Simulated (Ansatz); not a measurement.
The system is Cu.

```
Cu
1.0
     1.21846   -3.97638    0.00000
     1.21846    3.97638    0.00000
     0.00000    0.00000    2.47550
Cu
2
Direct
  0.86613 0.13387 0.75000
  0.13387 0.86613 0.25000
```

This isn't the form of Cu at room conditions, which is fcc.

```yaml
Program: Ansatz 0.2.0
Task: single point
Functional: PBE
Potentials_or_basis: Ansatz PAW
Cutoff: "420 eV (not typed: the program's choice for these potentials)"
k_mesh: 11 × 11 × 11
Occupations: fermi-dirac, width 0.05 eV
Spin: no spin polarisation
```

On this cell: pressure 6.6 GPa; largest force 0.049 eV/Å; band gap on the k mesh none (metal or under the smearing width).

The same run follows on a disturbed copy (atoms moved at random, drawn with an rms of 0.05 Å):

```
Cu
1.0
     1.21846   -3.97638    0.00000
     1.21846    3.97638    0.00000
     0.00000    0.00000    2.47550
Cu
2
Cartesian
  1.2239 -2.9338 1.8317
  1.2431 2.9828 0.6113
```

What does the disturbed cell give?

The energy (extrapolated to zero smearing) moves by +16.3 meV/atom; pressure 6.7 GPa; largest force 0.752 eV/Å; band gap on the k mesh none (metal or under the smearing width).

Forces on the atoms (eV/Å):
```
Cu   0.006  0.750  0.055
Cu  -0.006 -0.750 -0.055
```

Stress tensor (GPa, compression positive):
```
 4.48 -0.54  0.00
-0.54  8.11  0.17
 0.00  0.17  7.51
```
